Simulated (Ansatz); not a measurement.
## BN under changes of volume

One of the cells (8.967 Å³/atom); the others are scaled copies at fixed shape and fractional positions:

```
N B
1.0
     2.49824    0.00000    0.00000
    -1.24912    2.16354    0.00000
     0.00000    0.00000    6.63570
N B
2 2
Direct
  0.66667 0.33333 0.25000
  0.33333 0.66667 0.75000
  0.66667 0.33333 0.75000
  0.33333 0.66667 0.25000
```

* Program: Ansatz 0.2.0
* Functional: PBEsol
* Potentials or basis: all-electron LAPW, scalar-relativistic
* Cutoff: 526 eV (chosen from the basis error)
* Basis error allowed: 0.001 eV/atom
* k mesh: 12 × 12 × 4
* Occupations: fermi-dirac, width 0.05 eV
* Spin: no spin polarisation

```csv
volume (Å³/atom),energy over the lowest point (meV/atom),pressure (GPa),gap on the mesh (eV)
8.429,?,?,?
8.608,16.66,13.1,4.23
8.787,5.27,7.4,4.21
8.967,0.00,2.1,4.18
9.146,0.33,-2.6,4.16
9.325,5.77,-7.0,4.14
9.505,15.89,-11.0,4.12
```

Task: What does the run at 8.429 Å³/atom give?

Result: Energy over the lowest point 34.78 meV/atom; pressure 19.4 GPa; gap on the mesh 4.24 eV.

Worked out: A Birch-Murnaghan fit of order 3 (a polynomial in V^(-2/3)) to the other rows has its minimum at 9.04 Å³/atom with B0 = V·E''(V) = 242 GPa and B' = 3.7 at fixed shape and positions, which overstates the stiffness. It gives 34.77 meV/atom at 8.429 Å³/atom, against the run's 34.78, and -dE/dV = 19.4 GPa, against 19.4. A straight line through the other rows of the gap, of slope -1.13 eV per unit of ln V, extrapolates to 4.25 eV, against the run's 4.24.

Energies are extrapolated to zero smearing.

Caveats: this functional lacks dispersion, which binds the layers, so the pressure and a relaxed spacing across them are unreliable.

A mesh can miss the band edges.
